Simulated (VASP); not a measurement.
# P (P2/m) in VASP: a series of runs

One crystal, P, is run at these levels: PBE; tasks: single point.

Program: VASP 6.6.1. These are calculated values, not measurements. Logs are shortened: lines on timing, memory, paths and dates and some standing lists are left out, and cuts for length are marked.

### Step 1. The structure

It takes space group P2/m (No. 10, monoclinic). The conventional cell has a = 2.425 Å, b = 2.439 Å, c = 4.852 Å, α = 90.00°, β = 90.24°, γ = 90.00°. Around P (site symmetry m) lie 6 P at 2.42 to 2.44 Å.

This isn't the form of P at room conditions, which is orthorhombic.

### Step 2. Single point, PBE

Input file INCAR:

```
PREC = Accurate
ENCUT = 520
EDIFF = 1E-6
ISMEAR = 0
SIGMA = 0.1
LREAL = False
LASPH = True
NELM = 100
ALGO = Normal
ISIF = 2
LWAVE = False
LCHARG = False
GGA = PE
ADDGRID = False
```

Input file KPOINTS:

```
regular mesh
0
Gamma
  17 17 9
```

Input file POSCAR:

```
P
1.0
    2.4246941115      0.0000000000      0.0000000000
    0.0000000000      2.4385351442      0.0000000000
   -0.0203144631      0.0000000000      4.8524328982
P
2
Direct
    0.0000000300      0.0000000000      0.7494253600
    0.9999999700      0.0000000000      0.2505746400
```

Potentials or basis: VASP PAW PBE potentials, release 64 (P).

The run is started by

```sh
> cat potpaw_PBE.64/P/POTCAR > POTCAR
> mpirun -np 1 vasp_std > vasp.out
```

OUTCAR:

```text
PREC = Accurate
   ENCUT = 520
   EDIFF = 1E-6
   ISMEAR = 0
   LREAL = False
   LASPH = True
   NELM = 100
   ISIF = 2
   GGA = PE

 Found    693 irreducible k-points:

 Following reciprocal coordinates:
            Coordinates               Weight
  0.000000  0.000000  0.000000      1.000000
  0.058824  0.000000  0.000000      2.000000
  0.117647  0.000000  0.000000      2.000000
  0.176471  0.000000 -0.000000      2.000000
  0.235294  0.000000  0.000000      2.000000
  0.294118  0.000000  0.000000      2.000000
   k-points           NKPTS =    693   k-points in BZ     NKDIM =    693   number of bands    NBANDS=      9
   number of dos      NEDOS =    301   number of ions     NIONS =      2
   total plane-waves  NPLWV =  11664
   dimension x,y,z NGX =    18 NGY =   18 NGZ =   36
   dimension x,y,z NGXF=    36 NGYF=   36 NGZF=   72
   ions per type =               2
   NGX,Y,Z   is equivalent  to a cutoff of  12.34, 12.27, 12.33 a.u.
   NGXF,Y,Z  is equivalent  to a cutoff of  24.68, 24.54, 24.67 a.u.
 SYSTEM =  unknown system
   PREC   = accura    normal or accurate (medium, high low for compatibility)
   ISTART =      0    job   : 0-new  1-cont  2-samecut
   ICHARG =      2    charge: 1-file 2-atom 10-const
   ISPIN  =      1    spin polarized calculation?
   LNONCOLLINEAR =      F non collinear calculations
   LSORBIT =      F    spin-orbit coupling
   LASPH  =      T    aspherical Exc in radial PAW
   ENCUT  =  520.0 eV  38.22 Ry    6.18 a.u.   4.51  4.53  9.02*2*pi/ulx,y,z
   NELM   =    100;   NELMIN=  2; NELMDL= -5     # of ELM steps
   EDIFF  = 0.1E-05   stopping-criterion for ELM
   LREAL  =      F    real-space projection
   EDIFFG = 0.1E-04   stopping-criterion for IOM
   NSW    =      0    number of steps for IOM
   IBRION =     -1    ionic relax: 0-MD 1-quasi-New 2-CG
   NFREE  =      0    steps in history (QN), initial steepest desc. (CG)
   ISIF   =      2    stress and relaxation
   ISYM   =      2    0-nonsym 1-usesym 2-fastsym
   POTIM  = 0.5000    time-step for ionic-motion
   TEBEG  =    0.0;   TEEND  =   0.0 temperature during run
   PSTRESS=    0.0 pullay stress
   NELECT =      10.0000    total number of electrons
   NUPDOWN=      -1.0000    fix difference up-down
   EMIN   =  10.00;   EMAX   =-10.00  energy-range for DOS
   EFERMI =   0.00;   METHOD = LEGACY
   ISMEAR =     0;   SIGMA  =   0.10  broadening in eV -4-tet -1-fermi 0-gaus
   EFERMI_NEDOS =   21; number of points for ismear=-14 and -15
   IALGO  =     38    algorithm
   IMIX   =      4    mixing-type and parameters
     AMIX     =   0.40;   BMIX     =  1.00
     AMIX_MAG =   1.60;   BMIX_MAG =  1.00
  volume/ion in A,a.u.               =      14.35        96.81
  Fermi-wavevector in a.u.,A,eV,Ry     =   1.152107  2.177167 18.059715  1.327352
  Thomas-Fermi vector in A             =   2.288761
   LORBIT       =      0    0 simple, 1 ext, 2 COOP (PROOUT), +10 PAW based schemes
   GGA     = PE    functional components
   LHFCALC =     F    Hartree Fock is set to
   AEXX    =    0.0000 exact exchange contribution
   IVDW    =     0    specifies the selected vdW correction
   LEPSILON=     F    determine dielectric tensor
   LRPA    =     F    only Hartree local field effects (RPA)
 non-spin polarized calculation
 Gauss-broadening in eV      SIGMA  =   0.10
  energy-cutoff  :      520.00
  volume of cell :       28.69
 maximum number of plane-waves:       792
 NGX is ok and might be reduce to    18
   NGX =  9   NGY =  9   NGZ = 19

 number of electron      10.0000000 magnetization

 number of electron       9.9999996 magnetization

 Free energy of the ion-electron system (eV)
  ---------------------------------------------------
  ext. energy  EPLUGINS =         0.00000000
  ---------------------------------------------------
  free energy    TOTEN  =       -10.54535233 eV

  energy without entropy =      -10.54246607  energy(sigma->0) =      -10.54390920

 E-fermi :   9.7747     XC(G=0): -11.3449

 val. band max:        9.7699419287   @ k =  -0.1176   0.0000   0.3333
 cond. band min:       9.7788670452   @ k =   0.2353   0.3529   0.1111
 fundamental gap:      0.0089251165
 Fermi energy:         9.7746856032

 k-point     1 :       0.0000    0.0000    0.0000
  band No.  band energies     occupation
      1      -6.7972      2.00000
      2      -2.3694      2.00000
      3       1.0588      2.00000
      4      14.8048      0.00000
      5      15.0119      0.00000
      6      15.0539      0.00000
      7      16.6061      0.00000
      8      16.6724      0.00000
      9      17.7309      0.00000

 k-point     2 :       0.0588    0.0000    0.0000
  band No.  band energies     occupation
      1      -6.7168      2.00000
      2      -2.2886      2.00000
      3       1.1317      2.00000
      4      13.4989      0.00000
      5      14.8685      0.00000
      6      15.0825      0.00000
      7      16.5849      0.00000
      8      16.6830      0.00000
      9      17.7747      0.00000

 k-point     3 :       0.1176    0.0000    0.0000
  band No.  band energies     occupation
      1      -6.4763      2.00000
      2      -2.0467      2.00000
      3       1.3488      2.00000
      4      11.3676      0.00000
      5      14.6748      0.00000
      6      15.0579      0.00000
      7      15.2715      0.00000
      8      16.8733      0.00000
      9      17.9489      0.00000

 k-point     4 :       0.1765    0.0000   -0.0000
  band No.  band energies     occupation
      1      -6.0783      2.00000
      2      -1.6456      2.00000
      3       1.7051      2.00000
      4       9.2615      2.00000
      5      12.7406      0.00000
      6      15.3674      0.00000
      7      15.5803      0.00000
      8      17.1799      0.00000
      9      18.2578      0.00000

 k-point     5 :       0.2353    0.0000    0.0000
  band No.  band energies     occupation
      1      -5.5281      2.00000
      2      -1.0886      2.00000
      3       2.1896      2.00000
      4       7.2521      2.00000
      5      10.8580      0.00000
      6      15.7857      0.00000
      7      15.9976      0.00000
      8      16.3997      0.00000
      9      17.5849      0.00000

 k-point     6 :       0.2941    0.0000    0.0000
  band No.  band energies     occupation
      1      -4.8364      2.00000
      2      -0.3816      2.00000
      3       2.7809      2.00000
      4       5.3756      2.00000
      5       9.0660      2.00000
      6      14.5176      0.00000
      7      16.2904      0.00000
      8      16.5013      0.00000
      9      18.0560      0.00000

 [... further k-points ...]

------------------------ aborting loop because EDIFF is reached ----------------------------------------

  FORCE on cell =-STRESS in cart. coord.  units (eV):
  Direction    XX          YY          ZZ          XY          YZ          ZX
  --------------------------------------------------------------------------------------
  -------------------------------------------------------------------------------------
  Total        0.4728837      0.1598614      0.3618047      0.0000000      0.0000000      0.0507878
  in kB       26.4070206      8.9270640     20.2040866      0.0000000      0.0000000      2.8361185
  external PRESSURE =      18.5127237 kB  Pullay stress =       0.0000000 kB

 VOLUME and BASIS-vectors are now :
 -----------------------------------------------------------------------------
  energy-cutoff  :      520.00
  volume of cell :       28.69
      direct lattice vectors                 reciprocal lattice vectors
     2.424694112  0.000000000  0.000000000     0.412423157  0.000000000  0.001726589
     0.000000000  2.438535144  0.000000000     0.000000000  0.410082259  0.000000000
    -0.020314463  0.000000000  4.852432898     0.000000000  0.000000000  0.206082190

 POSITION                                       TOTAL-FORCE (eV/Angst)
 -----------------------------------------------------------------------------------
     -0.01522      0.00000      3.63654         0.000182      0.000000      0.013113
      2.41960      0.00000      1.21590        -0.000182      0.000000     -0.013113
 -----------------------------------------------------------------------------------
    total drift:                               -0.000000      0.000000     -0.000000

  FREE ENERGIE OF THE ION-ELECTRON SYSTEM (eV)
  ---------------------------------------------------
  free  energy   TOTEN  =       -10.5453523332 eV

  energy  without entropy=      -10.5424660713  energy(sigma->0) =      -10.54390920
```

It took 1.7 min on 1 thread of Intel Xeon Platinum 8259CL at 2.50GHz (Skylake/Cascade Lake), shared host; peak memory 0.25 GiB.

These settings aren't checked as converged: the numbers below hold their error.

What came out:

* Free energy: -10.5454 eV
* Pressure: 1.9 GPa
* Largest force: 0.013 eV/Å
* Band gap on the k mesh: none (metal or under the smearing width)

### Step 3. Single point, PBE

INCAR is that of step 2.

KPOINTS is that of step 2.

Input file POSCAR:

```
P
1.0
    2.4246941115      0.0000000000      0.0000000000
    0.0000000000      2.4385351442      0.0000000000
   -0.0203144631      0.0000000000      4.8524328982
P
2
Direct
   -0.0009640000     -0.0137570000      0.7520410000
    1.0088450000      0.0001830000      0.2407300000
```

Potentials or basis: VASP PAW PBE potentials, release 64 (P).

The run is started by

```sh
> cat potpaw_PBE.64/P/POTCAR > POTCAR
> mpirun -np 1 vasp_std > vasp.out
```

Wall time 3.5 min (1 thread of Intel Xeon Platinum 8259CL at 2.50GHz (Skylake/Cascade Lake), shared host); peak memory 0.36 GiB.

These settings aren't checked as converged: the numbers below hold their error.

What came out:

| Item | Value |
| --- | --- |
| Free energy | -10.5404 eV |
| Pressure | 2.1 GPa |
| Largest force | 0.141 eV/Å |
| Band gap on the k mesh | none (metal or under the smearing width) |

### Step 4. The reference run

An earlier run on the cell as given: functional PBE; potentials or basis VASP PAW PBE potentials, release 64 (P); cutoff 520 eV; k mesh 11 × 11 × 6; occupations fermi-dirac, width 0.05 eV; no spin polarisation.

* Pressure: 1.9 GPa
* Largest force: 0.005 eV/Å
* Band gap on the k mesh: none (metal or under the smearing width)
